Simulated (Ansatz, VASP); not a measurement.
**Ti: VASP beside Ansatz**

```
Ti
1.0
     0.00000    2.03000    2.03000
     2.03000    0.00000    2.03000
     2.03000    2.03000    0.00000
Ti
1
Cartesian
  0.0000 0.0000 0.0000
```

Alike in both runs: task relaxation of cell and atoms; functional r2SCAN; k mesh 8 × 8 × 8; occupations gaussian, width 0.1 eV; no spin polarisation.

|  | VASP | Ansatz |
| --- | --- | --- |
| version | VASP 6.6.1 | Ansatz 0.2.0 |
| potentials or method | VASP PAW PBE potentials, release 64 (Ti_sv) | scalar-relativistic, plane waves, PAW |
| plane-wave cutoff (eV) | 600 | 500 |
| valence electrons in the cell | 12 | 12 |

VASP gave:

| Property | Result |
| --- | --- |
| gap on the k mesh at the Fermi level, each at its own relaxed structure (eV) | none |
| relaxed volume (Å³/atom) | 17.47 |
| relaxed cell length with the largest relative difference (Å) | 2.912 |
| energy change over the relaxation (meV/atom) | -11 |

Task: What did Ansatz give for the same quantities?

Result: gap on the k mesh at the Fermi level, each at its own relaxed structure (eV): none; relaxed volume (Å³/atom): 17.41; relaxed cell length with the largest relative difference (Å): 2.909; energy change over the relaxation (meV/atom): -9.

A gap of «none» marks a metal or a gap that the smearing closes. Ansatz warned: «negative_readings_unjudged».

Caveats: the PAW data sets were made with another functional, which shifts forces and pressure a little (VASP). Zero-point motion and thermal expansion aren't in these numbers.
